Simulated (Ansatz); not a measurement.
## Lattice vibrations of Ru at Γ at 15 GPa

Method: DFT PBEsol, scalar-relativistic, plane waves, PAW in Ansatz. Settings: 420 eV plane-wave cutoff, Γ-centred 18×18×10 mesh, Fermi-Dirac smearing of 0.15 eV. No spin polarisation. Phonons by linear response, acoustic sum rule imposed.

The cell, relaxed at 15 GPa:
```
Ru
1.0
     2.65480    0.00000    0.00000
    -1.32740    2.29913    0.00000
     0.00000    0.00000    4.20055
Ru
2
Cartesian
  0.0000 1.5328 1.0501
  1.3274 0.7664 3.1504
```

In a metal, frequencies and elastic constants depend on the k mesh and the smearing, soft modes and shear constants most.

Optical modes at Γ; i marks an imaginary frequency:
```
frequency (cm⁻¹) degeneracy
             212           2
             291           1
```

All 3 optical modes at Γ are real: no displacement of atoms at fixed cell lowers the energy to second order. Strains and modes at other wave vectors aren't tested by this run.

Cost: 1 run of about 0.41 core-minutes, on AMD EPYC 9R45 (Zen 5) (shared hosts).